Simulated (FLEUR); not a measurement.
Crystal: CdTe.

```xyz
2
Lattice="0.0000 3.2050 3.2050 3.2050 0.0000 3.2050 3.2050 3.2050 0.0000" Properties=species:S:1:pos:R:3 pbc="T T T"
Te    4.8075    4.8075    4.8075
Cd    0.0000    0.0000    0.0000
```

Base run:

| Property | Result |
| --- | --- |
| Program | FLEUR MaX-R8.1 (later development tree) |
| Functional | MJW |
| Potentials or basis | all-electron |
| Basis | FLAPW |
| Kmax | 4.26 1/bohr |
| k mesh | 7 × 7 × 7 |
| Occupations | fermi-dirac, width 0.05 eV |
| Spin | no spin polarisation |

Its results: band gap on the k mesh 0.60 eV, direct.

Problem. After a change of settings the same cell gave: band gap on the k mesh 0.87 eV, direct. Which change was it?
A. functional from MJW to PBE
B. functional from MJW to r2SCAN
C. functional from MJW to RPBE
D. functional from MJW to BH

Solution. A.

Caveats: spin-orbit coupling is left out, which moves the levels of the heavy elements.

Not every run made on this cell is shown here.
